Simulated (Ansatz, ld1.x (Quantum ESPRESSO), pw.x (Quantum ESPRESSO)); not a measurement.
## W (Z = 74): does the TM potential hold in the solid?

tungsten, norm-conserving Troullier–Martins (Kleinman–Bylander form), made with ld1.x (Quantum ESPRESSO) 7.5 (PBE, scalar-relativistic). Core [Xe] 4f14, reference 5d4 6s2 6p0. Waves: 6p (bound, empty): rc 3.80 bohr; 5d (bound): rc 1.65 bohr; 6s (bound): rc 2.10 bohr. Local part: the s channel. Core correction: none.

Atomic tests: cutoffs needed: 30 Ry and 50 Ry (the cutoffs (Ry, on a coarse ladder) from which the occupation-weighted sum of valence levels, in a spherical-Bessel basis at the reference potential, stays within 10 and 1 mRy of its value at 400 Ry); ghost test: no extra level below or beside the all-electron valence levels (p, d, s, f tested) (spherical-Bessel basis up to 400 Ry, 20 bohr box); largest excitation error: +78 meV (all-electron minus pseudo) for 5d4 6s0 6p0, out of 7 test configurations.

Crystal test: diamond W in pw.x 7.5, no spin, 8³ k-points, Fermi–Dirac smearing 0.01 Ry, cutoffs 60/240 Ry. The reference is all-electron LAPW (Ansatz 0.2.0) with the same functional, mesh and smearing; V0 and B0 come from Birch–Murnaghan fits to the pressures at five volumes. Errors are pseudo minus all-electron; Δ is the rms difference of the E(V) curves that follow from these fits, minima aligned, over ±6 % about the mean V0. Mesh and smearing are coarse, so the numbers serve the comparison and aren't converged zero-temperature values; the lattice is a test structure that the element need not adopt.

```
V (Å³/atom)  P all-electron (GPa)  P pseudo (GPa)
     23.598                  6.65            9.05
     24.219                  3.09            5.42
     24.840                 -0.08            2.18
     25.461                 -2.88           -0.71
     26.082                 -5.37           -3.28
```

All-electron: a0 = 5.834 Å (V0 = 24.82 Å³/atom), B0 = 119.3 GPa.

Pseudopotential: mean pressure error (GPa): +2.25; a0 (Å): 5.872; a0 error (%): +0.64; B0 error (%): -4.3; Δ (meV/atom): 12.1. The largest radius (3.80 bohr) exceeds half the bond length (2.39 bohr), so the spheres overlap, which is one possible source of error among others. This is a poor potential for the solid.

Q: At the middle volume, how do free energy and pressure move when the wave cutoff is lowered (ecutrho kept at four times it)?

A:

```
cutoff (Ry)  shift of F (meV/atom)  shift of P (GPa)
         27                 +202.8             -7.57
         36                  +24.2             +0.06
         48                  +12.6             -0.22
```

The run at the middle volume (29 k-points, 8 iterations) took about 14 s on one core of a shared host (Neoverse-V1, 32 threads, 247 GiB, load 11).
